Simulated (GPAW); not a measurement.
# CdS (Greenockite) (P6_3mc) in GPAW: notebook, part 2 of 2

GPAW 26.7.0.

## (5) Band structure, mBEEF, spin-orbit coupling, no magnetisation

File run.py:

```python
import numpy as np
from ase import Atoms
from ase.dft.bandgap import bandgap
from ase.io import write
from ase.units import GPa
from gpaw import GPAW, PW
from gpaw.spinorbit import soc_eigenstates

atoms = Atoms(['Cd', 'Cd', 'S', 'S'],
              cell=[[4.15, 0.0, 0.0],
                    [-2.075, 3.5940054257, 0.0],
                    [0.0, 0.0, 6.737]],
              scaled_positions=[[0.6666666667, 0.3333333333, 0.5],
                                [0.3333333333, 0.6666666667, 0.0],
                                [0.6666666667, 0.3333333333, 0.875],
                                [0.3333333333, 0.6666666667, 0.375]],
              pbc=True)

calc = GPAW(mode=PW(600),
            xc='mBEEF',
            kpts={'size': (5, 5, 3), 'gamma': True},
            occupations={'name': 'fermi-dirac', 'width': 0.05},
            nbands=31,
            convergence={'density': 1e-05, 'energy': 1e-05},
            maxiter=150,
            txt='gpaw.txt')
atoms.calc = calc
energy = atoms.get_potential_energy()
forces = atoms.get_forces()
stress = atoms.get_stress()
calc.write('gs.gpw')
write('result.traj', atoms)
print(f'Energy: {energy:.6f} eV')
print('Forces (eV/A):')
print(forces.round(4))
print('Stress (GPa):', (stress / GPa).round(3))
print('Fermi level:', round(calc.get_fermi_level(), 4), 'eV')
print(f'Gap: {bandgap(calc)[0]:.4f} eV, direct: {bandgap(calc, direct=True)[0]:.4f} eV')

path = atoms.cell.bandpath('GMKGALHA,LM,KH', npoints=60, eps=1e-4)
bs_calc = calc.fixed_density(kpts=path, symmetry='off', nbands=51,
                             convergence={'bands': 'CBM+6.0', 'eigenstates': 1e-6}, txt='bands.txt')
bs = bs_calc.band_structure()
bs.write('bs.json')
print(f'Gap on the path: {bandgap(bs_calc)[0]:.4f} eV')

soc = soc_eigenstates(bs_calc, theta=90, phi=45, ignore_xc_potential=True)
np.savetxt('soc_bands.dat', soc.eigenvalues(), fmt='%.4f')
mesh = soc_eigenstates('gs.gpw', theta=90, phi=45, ignore_xc_potential=True)
np.savetxt('soc_mesh.dat', mesh.eigenvalues(), fmt='%.4f')
print('Fermi level with spin-orbit coupling:', round(mesh.fermi_level, 4), 'eV')
```

Potentials or basis: GPAW PAW data sets (gpaw-data 1.2.1), pw.

Run with:

```bash
OMP_NUM_THREADS=1 python run.py
```

gpaw.txt:

```text
__  _  _
 | _ |_)|_||  |
 |__||  | ||/\| - 26.7.0

Input parameters:
  mode=PW(ecut=600.0),
  convergence={'density': 1e-05, 'energy': 1e-05},
  kpts=MonkhorstPack(size=(5, 5, 3), gamma=True),
  maxiter=150,
  nbands=31,
  occupations=Occupations(name='fermi-dirac', width=0.05),
  xc=XC(name='mBEEF')

Diagonalizing LCAO Hamiltonian
Converting LCAO to pw mode

            S

            Cd
        S

        Cd

Atoms  # Å, Bohr magnetons
|   | symbol |         x |        y |        z |    initial magnetic moments |
|---|--------|-----------|----------|----------|-----------------------------|
| 0 |     Cd |  2.075000 | 1.198002 | 3.368500 | ( 0.0000,  0.0000,  0.0000) |
| 1 |     Cd | -0.000000 | 2.396004 | 0.000000 | ( 0.0000,  0.0000,  0.0000) |
| 2 |      S |  2.075000 | 1.198002 | 5.894875 | ( 0.0000,  0.0000,  0.0000) |
| 3 |      S | -0.000000 | 2.396004 | 2.526375 | ( 0.0000,  0.0000,  0.0000) |

Unit cell  # Å
| periodic |         x |        y |        z |  lengths |     angles |
|----------|-----------|----------|----------|----------|------------|
|      yes |  4.150000 | 0.000000 | 0.000000 | 4.150000 |  90.000000 |
|      yes | -2.075000 | 3.594005 | 0.000000 | 4.150000 |  90.000000 |
|      yes |  0.000000 | 0.000000 | 6.737000 | 6.737000 | 120.000000 |

Number of symmetries: 6
Symmetry operations  # r_c * U_cc + t_c -> r_c
|   | kind |            matrix            |
|---|------|------------------------------|
| 0 |  σ   |  1, 1, 0,  0,-1, 0,  0, 0, 1 |
| 1 |  E   |  1, 0, 0,  0, 1, 0,  0, 0, 1 |
| 2 |  C3  |  0, 1, 0, -1,-1, 0,  0, 0, 1 |
| 3 |  σ   |  0,-1, 0, -1, 0, 0,  0, 0, 1 |
| 4 |  σ   | -1, 0, 0,  1, 1, 0,  0, 0, 1 |
| 5 |  C3  | -1,-1, 0,  1, 0, 0,  0, 0, 1 |

BZ-sampling:
  Number of BZ points: 75
  Number of IBZ points: 12

  Monkhorst-Pack size: [5, 5, 3]
  Monkhorst-Pack shift: [0, 0, 0]

K-points  # in reciprocal-cell coordinates
|     |                                coordinates |     weight |
|-----|--------------------------------------------|------------|
|   0 | (  0.00000000,   0.00000000,   0.00000000) | 0.01333333 |
|   1 | (  0.00000000,   0.00000000,   0.33333333) | 0.02666667 |
|   2 | (  0.20000000,   0.00000000,  -0.33333333) | 0.08000000 |
|   3 | (  0.20000000,   0.00000000,   0.00000000) | 0.08000000 |
|   4 | (  0.20000000,   0.00000000,   0.33333333) | 0.08000000 |
|   5 | (  0.40000000,  -0.20000000,   0.00000000) | 0.08000000 |
|   6 | (  0.40000000,  -0.20000000,   0.33333333) | 0.16000000 |
|   7 | (  0.40000000,   0.00000000,  -0.33333333) | 0.08000000 |
|   8 | (  0.40000000,   0.00000000,   0.00000000) | 0.08000000 |
[... 69 lines left out ...]
    |   3s |  2.000 |     -17.254 |    0.974 |
    |   3p |  4.000 |      -7.008 |    0.979 |
    |    s |        |       9.957 |    0.974 |
    |    p |        |      20.203 |    0.979 |
    |    d |        |       0.000 |    0.900 |

    Using partial waves for S as LCAO basis

Reference energy: -326061.476468  # eV

eigensolver:
  PPCG
  Converge bands: occupied
  niter=2

density mixing:
  MSR1-Mixer
  Pratt-step length: 0.05
  Maximum mixing coefficient: 0.75
  Old densities: 10
  SVD Regularization: 0.005
  Good broyden scale: 1.0
  Trust region scale: 1.0
  Backstep threshold: 4.0
  History deletion threshold: 6.0
  Fourier metric: weight=20.0, sigma=0.015

occupation numbers:
  Fermi-Dirac:
    width: 0.0500  # eV

poisson solver:
  ecut: 4800.0  # eV

xc functional:
  name: mBEEF with 2 nearest neighbor stencil

convergence criteria:
- Maximum integral of absolute [dens]ity change: 1e-05 electrons / valence electron
- Maximum [total energy] change in last 3 cyles: 1e-05 eV / valence electron
- Maximum integral of absolute [eigenst]ate change: 4e-08 eV^2 / valence electron
maximum number of iterations: 150

SCF iterations
|iter     | |      energy | eigst |  dens |
|---------|-|-------------|-------|-------|
|iter:   1| | -341.798503 | -0.39 |       |
|iter:   2| | -322.485338 | -0.63 | -1.10 |
|iter:   3| | -323.523418 | -1.18 | -1.09 |
|iter:   4| | -322.427062 | -1.54 | -1.11 |
|iter:   5| | -322.035243 | -1.76 | -1.35 |
|iter:   6| | -322.041415 | -2.78 | -2.01 |
|iter:   7| | -322.041436 | -4.28 | -2.60 |
|iter:   8| | -322.041495c| -5.26 | -3.29 |
|iter:   9| | -322.041495c| -6.26 | -3.87 |
|iter:  10| | -322.041495c| -7.37 | -4.38 |
|iter:  11| | -322.041495c| -7.71c| -4.78 |
|iter:  12| | -322.041495c| -7.65c| -5.13c|

Converged in 12 steps
Energy contributions relative to reference atoms: (reference = -326061.476468)

Energy contributions:
  Kinetic:          92.319710
  Coulomb:         -83.223091
  Zero:              0.305934
  External:          0.000000
  Xc:             -331.444048
  Entropy:          -0.000000
  Spinorbit:         0.000000
  ----------------------------
  Free energy:    -322.041495
  Extrapolated:   -322.041495

dipole moment: (-0.000004, -0.000019, -18.829119)  # |e|*Ang

Fermi level: 3.893
Eigenvalues  # (at kpt = [0.000, 0.000, 0.000])
| band index |      eig [eV] | occ [0-2] |
|------------|---------------|-----------|
|          0 |        -9.955 |     2.000 |
|        ... |               |           |
|         10 |        -4.405 |     2.000 |
|         11 |        -4.081 |     2.000 |
|         12 |        -1.346 |     2.000 |
|         13 |         2.151 |     2.000 |
|         14 |         2.151 |     2.000 |
|         15 |         2.869 |     2.000 |
[... 8 lines left out ...]
|         24 |        11.129 |     0.000 |
|         25 |        11.422 |     0.000 |
|        ... |               |           |
|         30 |        15.266 |     0.000 |

Gap: 1.928 eV
Transition (v -> c):
  (s=0, k=0, n=17, [0.00, 0.00, 0.00]) -> (s=0, k=0, n=18, [0.00, 0.00, 0.00])
No difference between direct/indirect transitions

Forces  # eV/Ang
|       x |       y |        z |
|---------|---------|----------|
| 0.00000 | 0.00000 | -0.06693 |  # Cd   0
| 0.00000 | 0.00000 | -0.06690 |  # Cd   1
| 0.00000 | 0.00000 |  0.06543 |  # S    2
| 0.00000 | 0.00000 |  0.06567 |  # S    3

Stress tensor  # eV/Ang^3
|         x |         y |         z |
|-----------|-----------|-----------|
| -0.007868 | -0.000000 | -0.000000 |
|  0.000000 | -0.007868 |  0.000000 |
| -0.000000 |  0.000000 | -0.011481 |

# Writing to gs.gpw (mode='')
```

stdout:

```text
Energy: -322.041495 eV
Forces (eV/A):
[[ 0.      0.     -0.0669]
 [ 0.      0.     -0.0669]
 [ 0.      0.      0.0654]
 [ 0.      0.      0.0657]]
Stress (GPa): [-1.261 -1.261 -1.839  0.    -0.    -0.   ]
Fermi level: 3.8933 eV
Gap: 1.9285 eV, direct: 1.9285 eV
Gap on the path: 1.9285 eV
Fermi level with spin-orbit coupling: 3.8979 eV
```

bands.txt:

```text
Diagonalizing LCAO Hamiltonian
Converting LCAO to pw mode
convergence criteria:
- Maximum integral of absolute [eigenst]ate change: 1e-06 eV^2 / valence electron
maximum number of iterations: 150

SCF iterations
|iter     | |      energy | eigst |  dens |
|---------|-|-------------|-------|-------|
|iter:   1| |             | +1.02 |       |
[... 66 lines left out ...]
         [0.5       , 0.        , 0.2       ],
         [0.5       , 0.        , 0.1       ],
         [0.5       , 0.        , 0.        ],
         [0.33333333, 0.33333333, 0.        ],
         [0.33333333, 0.33333333, 0.125     ],
         [0.33333333, 0.33333333, 0.25      ],
         [0.33333333, 0.33333333, 0.375     ],
         [0.33333333, 0.33333333, 0.5       ]])),
  maxiter=150,
  nbands=51,
  occupations=Occupations(name='fermi-dirac', width=0.05),
  symmetry=Symmetry(point_group=False, time_reversal=False),
  xc=XC(name='mBEEF')
```

Run time: 1.8 min. Hardware: 1 thread of AMD EPYC 9R45 (Zen 5), shared host; peak memory 0.59 GiB.

What came out:

```
Free energy             : -322.0415 eV
Pressure                : 1.5 GPa
Largest force           : 0.067 eV/Å
Band gap on the k mesh  : 1.91 eV, direct
Band gap along the path : 1.91 eV, direct
```

Forces in eV/Å, atoms in the order of the input:
```
Cd   0.000  0.000 -0.067
Cd   0.000  0.000 -0.067
S    0.000  0.000  0.065
S    0.000  0.000  0.066
```

Stress tensor (GPa, compression positive):
```
1.26 0.00 0.00
0.00 1.26 0.00
0.00 0.00 1.84
```

Levels at the corners of the path, in eV from the valence-band top:
```csv
point,band 33,band 34,band 35,band 36,band 37,band 38,band 39,band 40
Γ,-0.01,-0.01,0.00,0.00,1.91,1.91,3.44,3.44
M,-1.24,-1.24,-0.74,-0.74,4.32,4.32,4.50,4.50
K,-1.79,-1.76,-1.57,-1.57,5.33,5.33,5.58,5.61
Γ,-0.01,-0.01,0.00,0.00,1.91,1.91,3.44,3.44
A,-0.39,-0.39,-0.39,-0.39,3.48,3.48,3.48,3.48
L,-1.30,-1.30,-1.30,-1.30,4.13,4.13,4.13,4.13
H,-1.13,-1.13,-1.12,-1.12,4.98,4.98,5.03,5.03
A,-0.39,-0.39,-0.39,-0.39,3.48,3.48,3.48,3.48
L,-1.30,-1.30,-1.30,-1.30,4.13,4.13,4.13,4.13
M,-1.24,-1.24,-0.74,-0.74,4.32,4.32,4.50,4.50
K,-1.79,-1.76,-1.57,-1.57,5.33,5.33,5.58,5.61
H,-1.13,-1.13,-1.12,-1.12,4.98,4.98,5.03,5.03
```

Caveat: spin-orbit coupling was added after a scalar SCF, so levels and gaps hold it while energy, forces, pressure and moments don't; this program's spin-orbit splittings come out too wide for heavy elements; the PAW data sets were made with another functional, which shifts forces and pressure a little.

## (6) Band structure, LDA

File run.py:

```python
from ase.dft.bandgap import bandgap
from ase.io import write
from ase.spacegroup import crystal
from ase.units import GPa
from gpaw import GPAW, PW, setup_paths

setup_paths.insert(0, '.')

# Cd 2b
# S 2b
atoms = crystal(['Cd', 'S'],
                basis=[[0.6666666667, 0.3333333333, 0.5],
                       [0.6666666667, 0.3333333333, 0.875]],
                spacegroup=186, setting=1,  # P6_3mc
                cellpar=[4.15, 4.15, 6.737, 90.0, 90.0, 120.0],
                primitive_cell=True)

calc = GPAW(mode=PW(600),
            xc='LDA',
            kpts={'size': (5, 5, 3), 'gamma': True},
            occupations={'name': 'fermi-dirac', 'width': 0.05},
            setups={'Cd': 'jth', 'S': 'jth'},
            nbands=-13,
            convergence={'density': 1e-05, 'energy': 1e-05},
            maxiter=150,
            txt='gpaw.txt')
atoms.calc = calc
energy = atoms.get_potential_energy()
forces = atoms.get_forces()
stress = atoms.get_stress()
calc.write('gs.gpw')
write('result.traj', atoms)
print(f'Energy: {energy:.6f} eV')
print('Forces (eV/A):')
print(forces.round(4))
print('Stress (GPa):', (stress / GPa).round(3))
print('Fermi level:', round(calc.get_fermi_level(), 4), 'eV')
print(f'Gap: {bandgap(calc)[0]:.4f} eV, direct: {bandgap(calc, direct=True)[0]:.4f} eV')

path = atoms.cell.bandpath('GMKGALHA,LM,KH', npoints=80, eps=1e-4)
bs_calc = calc.fixed_density(kpts=path, symmetry='off', nbands=-29,
                             convergence={'bands': 'CBM+6.0', 'eigenstates': 1e-6}, txt='bands.txt')
bs = bs_calc.band_structure()
bs.write('bs.json')
print(f'Gap on the path: {bandgap(bs_calc)[0]:.4f} eV')
```

Potentials or basis: JTH PAW 2.0, LDA, pw.

Run with:

```bash
OMP_NUM_THREADS=1 python run.py
```

gpaw.txt:

```text
__  _  _
 | _ |_)|_||  |
 |__||  | ||/\| - 26.7.0

Input parameters:
  mode=PW(ecut=600.0),
  convergence={'density': 1e-05, 'energy': 1e-05},
  kpts=MonkhorstPack(size=(5, 5, 3), gamma=True),
  maxiter=150,
  nbands=-13,
  occupations=Occupations(name='fermi-dirac', width=0.05),
  setups={'Cd': 'jth', 'S': 'jth'},
  xc=XC(name='LDA')

Diagonalizing LCAO Hamiltonian
Converting LCAO to pw mode

            S

            Cd
        S

        Cd

Atoms  # Å, Bohr magnetons
|   | symbol |         x |        y |        z |    initial magnetic moments |
|---|--------|-----------|----------|----------|-----------------------------|
| 0 |     Cd |  2.075000 | 1.198002 | 3.368500 | ( 0.0000,  0.0000,  0.0000) |
| 1 |     Cd | -0.000000 | 2.396004 | 0.000000 | ( 0.0000,  0.0000,  0.0000) |
| 2 |      S |  2.075000 | 1.198002 | 5.894875 | ( 0.0000,  0.0000,  0.0000) |
| 3 |      S | -0.000000 | 2.396004 | 2.526375 | ( 0.0000,  0.0000,  0.0000) |

[... 171 lines left out ...]

Energy contributions:
  Kinetic:           8.444628
  Coulomb:          -5.130387
  Zero:             -0.253033
  External:          0.000000
  Xc:              -16.551490
  Entropy:          -0.000006
  Spinorbit:         0.000000
  ----------------------------
  Free energy:     -13.490287
  Extrapolated:    -13.490284

dipole moment: (-0.000028, -0.000052, -23.783218)  # |e|*Ang

Fermi level: 2.912
Eigenvalues  # (at kpt = [0.000, 0.000, 0.000])
| band index |      eig [eV] | occ [0-2] |
|------------|---------------|-----------|
|          0 |        -9.867 |     2.000 |
|        ... |               |           |
|         10 |        -4.697 |     2.000 |
|         11 |        -4.367 |     2.000 |
|         12 |        -2.017 |     2.000 |
|         13 |         1.665 |     2.000 |
|         14 |         1.665 |     2.000 |
|         15 |         2.396 |     2.000 |
[... 8 lines left out ...]
|         24 |         9.827 |     0.000 |
|         25 |         9.851 |     0.000 |
|        ... |               |           |
|         30 |        13.827 |     0.000 |

Gap: 0.891 eV
Transition (v -> c):
  (s=0, k=0, n=17, [0.00, 0.00, 0.00]) -> (s=0, k=0, n=18, [0.00, 0.00, 0.00])
No difference between direct/indirect transitions

Forces  # eV/Ang
|        x |        y |        z |
|----------|----------|----------|
| -0.00000 |  0.00000 | -0.05816 |  # Cd   0
|  0.00000 |  0.00000 | -0.05803 |  # Cd   1
|  0.00000 | -0.00000 |  0.05800 |  # S    2
|  0.00000 |  0.00000 |  0.05834 |  # S    3

Stress tensor  # eV/Ang^3
|         x |        y |         z |
|-----------|----------|-----------|
|  0.021398 | 0.000000 | -0.000000 |
|  0.000000 | 0.021398 |  0.000000 |
| -0.000000 | 0.000000 |  0.018113 |

# Writing to gs.gpw (mode='')
```

stdout:

```text
Energy: -13.490284 eV
Forces (eV/A):
[[-0.      0.     -0.0582]
 [ 0.      0.     -0.058 ]
 [ 0.     -0.      0.058 ]
 [ 0.      0.      0.0583]]
Stress (GPa): [ 3.428  3.428  2.902  0.    -0.     0.   ]
Fermi level: 2.9124 eV
Gap: 0.8908 eV, direct: 0.8908 eV
Gap on the path: 0.8908 eV
```

It took 3.5 min on 1 thread of Intel Xeon Platinum 8488C (Sapphire Rapids), shared host; peak memory 0.49 GiB.

What came out:

* Free energy: -13.4903 eV
* Pressure: -3.3 GPa
* Largest force: 0.058 eV/Å
* Band gap on the k mesh: 0.89 eV, direct
* Band gap along the path: 0.89 eV, direct

Forces in eV/Å, atoms in the order of the input:
```
Cd   0.000  0.000 -0.058
Cd   0.000  0.000 -0.058
S    0.000  0.000  0.058
S    0.000  0.000  0.058
```

Levels at the corners of the path, in eV from the valence-band top:
```tsv
point	band 15	band 16	band 17	band 18	band 19	band 20	band 21	band 22
Γ	-0.78	-0.05	0.00	0.00	0.89	2.52	6.26	6.26
M	-2.70	-1.90	-1.33	-0.75	3.47	3.65	4.90	6.14
K	-3.14	-1.89	-1.89	-1.64	4.42	4.88	4.88	6.89
Γ	-0.78	-0.05	0.00	0.00	0.89	2.52	6.26	6.26
A	-0.40	-0.40	-0.40	-0.40	2.58	2.58	5.94	5.94
L	-1.36	-1.36	-1.35	-1.35	3.22	3.22	5.19	5.19
H	-2.46	-2.46	-1.14	-1.14	4.16	4.16	5.86	5.86
A	-0.40	-0.40	-0.40	-0.40	2.58	2.58	5.94	5.94
L	-1.36	-1.36	-1.35	-1.35	3.22	3.22	5.19	5.19
M	-2.70	-1.90	-1.33	-0.75	3.47	3.65	4.90	6.14
K	-3.14	-1.89	-1.89	-1.64	4.42	4.88	4.88	6.89
H	-2.46	-2.46	-1.14	-1.14	4.16	4.16	5.86	5.86
```

Caveat: the program truncates these outside data sets.

## (7) Overview

```csv
level,potentials or basis,spin,band points,data set,spin axis theta (degrees),spin axis phi (degrees),gap on the mesh (eV),pressure (GPa),largest force (eV/Å)
LDA,"the program's PAW data sets (release 1.2.1) made for this functional, newer versions, pw",off,80,S v3,-,-,0.89,-3.3,0.06
vdW-DF2,"GPAW PAW data sets (gpaw-data 1.2.1), pw","SOC, no magnetisation",100,-,90,45,1.02,-,0.06
BEEF-vdW,"GPAW PAW data sets (gpaw-data 1.2.1), pw","SOC, no magnetisation",80,-,90,0,1.33,-,0.06
mBEEF,"GPAW PAW data sets (gpaw-data 1.2.1), pw","SOC, no magnetisation",60,-,90,45,1.91,1.5,0.07
LDA,"JTH PAW 2.0, LDA, pw",off,80,"Cd jth, S jth",-,-,0.89,-3.3,0.06
```

Alike in all rows: task band structure; cell as given; k mesh 5 × 5 × 3; cutoff (eV) 600; smearing fermi-dirac 0.05 eV.

Caveats: spin-orbit coupling was added after a scalar SCF, so levels and gaps hold it while energy, forces, pressure and moments don't (some runs); this program's spin-orbit splittings come out too wide for heavy elements (some runs); the PAW data sets were made with another functional, which shifts forces and pressure a little (some runs); the program truncates these outside data sets (some runs).

Total energies depend on the potentials used, so only differences within one code and one set of settings carry meaning.

## (8) Against experiment

Step 2. Measured gap of CdS: 2.5809 eV (quoted in “Isotope dependence of band-gap energy”, 2008, arxiv:0807.2152). This calculation gives 0.89 eV (-1.69 eV). So large a miss can be the level of theory's own, or it may mean another phase, state or a wrong row. Spin-orbit coupling on Cd is left out. The value is that of LDA, without temperature or zero-point motion. Semilocal functionals fall short of measured gaps as a rule.

Step 3. A measured gap of CdS is 2.5809 eV (quoted in “Isotope dependence of band-gap energy”, 2008, arxiv:0807.2152); the calculated 1.02 eV misses it by -1.56 eV. So large a miss can be the level of theory's own, or it may mean another phase, state or a wrong row. The value is that of vdW-DF2, without temperature or zero-point motion.

Step 4. Against the measured gap of CdS, 2.5809 eV (quoted in “Isotope dependence of band-gap energy”, 2008, arxiv:0807.2152), the calculated 1.33 eV is off by -1.25 eV. The value is that of BEEF-vdW, without temperature or zero-point motion.

Step 5. Measured gap of CdS: 2.5809 eV (quoted in “Isotope dependence of band-gap energy”, 2008, arxiv:0807.2152). This calculation gives 1.91 eV (-0.67 eV). The value is that of mBEEF, without temperature or zero-point motion.

Step 6. Against the measured gap of CdS, 2.5809 eV (quoted in “Isotope dependence of band-gap energy”, 2008, arxiv:0807.2152), the calculated 0.89 eV is off by -1.69 eV. So large a miss can be the level of theory's own, or it may mean another phase, state or a wrong row. Spin-orbit coupling on Cd is left out. The value is that of LDA, without temperature or zero-point motion. Semilocal functionals fall short of measured gaps as a rule.
